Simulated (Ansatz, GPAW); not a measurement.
This is a calculation of CdSe for GPAW 26.7.0 (ASE script). The cell is a database's computed one, not the measured one.

The input run.py:

```python
from ase.dft.bandgap import bandgap
from ase.io import read, write
from ase.units import Bohr, GPa
from gpaw import GPAW, PW
from gpaw.elf import elf_from_dft_calculation

atoms = read('POSCAR')

calc = GPAW(mode=PW(600),
            xc='PBE',
            kpts={'size': (8, 8, 8), 'gamma': True},
            occupations={'name': 'methfessel-paxton', 'order': 0, 'width': 0.020999999999999998},
            nbands=18,
            convergence={'density': 1e-05, 'energy': 1e-05},
            maxiter=150,
            txt='gpaw.txt')
atoms.calc = calc
energy = atoms.get_potential_energy()
forces = atoms.get_forces()
stress = atoms.get_stress()
calc.write('gs.gpw')
write('result.traj', atoms)
print(f'Energy: {energy:.6f} eV')
print('Forces (eV/A):')
print(forces.round(4))
print('Stress (GPa):', (stress / GPa).round(3))
print('Fermi level:', round(calc.get_fermi_level(), 4), 'eV')
print(f'Gap: {bandgap(calc)[0]:.4f} eV, direct: {bandgap(calc, direct=True)[0]:.4f} eV')

# fields on the real-space grid
write('density.cube', atoms, data=calc.get_pseudo_density() * Bohr**3)
write('potential.cube', atoms, data=calc.get_electrostatic_potential())
write('elf.cube', atoms, data=elf_from_dft_calculation(calc).data)
```

POSCAR

```
CdSe
1.0
    0.0000000000      3.0702711986      3.0702711986
    3.0702711986      0.0000000000      3.0702711986
    3.0702711986      3.0702711986      0.0000000000
Cd Se
1 1
Direct
    0.0000000000      0.0000000000      0.0000000000
    0.2500000000      0.2500000000      0.2500000000
```

Potentials or basis: GPAW PAW data sets (gpaw-data 1.2.1), pw.

Command:

```console
$ OMP_NUM_THREADS=1 python run.py
```

Translate it to Ansatz 0.2.0. Potentials or basis there: all-electron LAPW, scalar-relativistic.

As run (cutoffs and basis follow the program's own potentials, and thresholds, step limits or extra output files can differ):

The input input.yaml:

```yaml
crystal:
  lattice:
    - [0.0, 3.0702711986, 3.0702711986]
    - [3.0702711986, 0.0, 3.0702711986]
    - [3.0702711986, 3.0702711986, 0.0]
  atoms:
    - { symbol: Cd, position: [0.0, 0.0, 0.0] }
    - { symbol: Se, position: [0.25, 0.25, 0.25] }
kpoints:
  mp_grid: { grid: [8, 8, 8] }
scf:
  occupations: { method: gaussian, width: 0.021 }
hamiltonian:
  xc: pbe
  pseudopotentials: { kind: all_electron, lapw: { basis_error: 0.001 } }
output:
  forces: true
  stress: true
  eigenvalues: true
```

Potentials or basis: all-electron LAPW, scalar-relativistic.

The run is started by

```console
$ ansatz run input.yaml --threads 1 --pin off --max-ram 3072MiB --backend cpu --events-out ev --progress --plain --runs-dir out
```

Both were run:

|  | GPAW | Ansatz |
| --- | --- | --- |
| Pressure | 1.1 GPa | 1.3 GPa |

Where Ansatz's input types no cutoff or centring, it takes its own default and a Γ-centred mesh.

Pressure is positive in compression.
